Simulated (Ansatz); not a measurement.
Input of an Ansatz 0.2.0 run:

input.yaml

```yaml
crystal:
  lattice:
    - [0.0, 3.04235, 3.04235]
    - [3.04235, 0.0, 3.04235]
    - [3.04235, 3.04235, 0.0]
  atoms:
    - { symbol: Sr, position: [0.0, 0.0, 0.0] }
hamiltonian:
  xc: pbe
  pseudopotentials: { kind: paw }
kpoints:
  mp_grid: { grid: [8, 8, 8] }
scf:
  occupations: { method: fermi_dirac, width: 0.05 }
output:
  forces: true
  stress: true
  eigenvalues: true
relax:
  f_tol: 0.01
  max_steps: 40
  cell: { stress_tol: 0.05, p_target: 2.0 }
```

Potentials or basis: Ansatz PAW.

Launch:

```bash
$ ansatz run input.yaml --threads 2 --pin off --max-ram 5632MiB --backend cpu --events-out ev --progress --plain --runs-dir out
```

(1) Predict the space group after relaxing (to 0.05 Å).

(2) Estimate the relaxed volume.

Results:

(1) Fm-3m (No. 225).

(2) 47.89 Å³/atom.
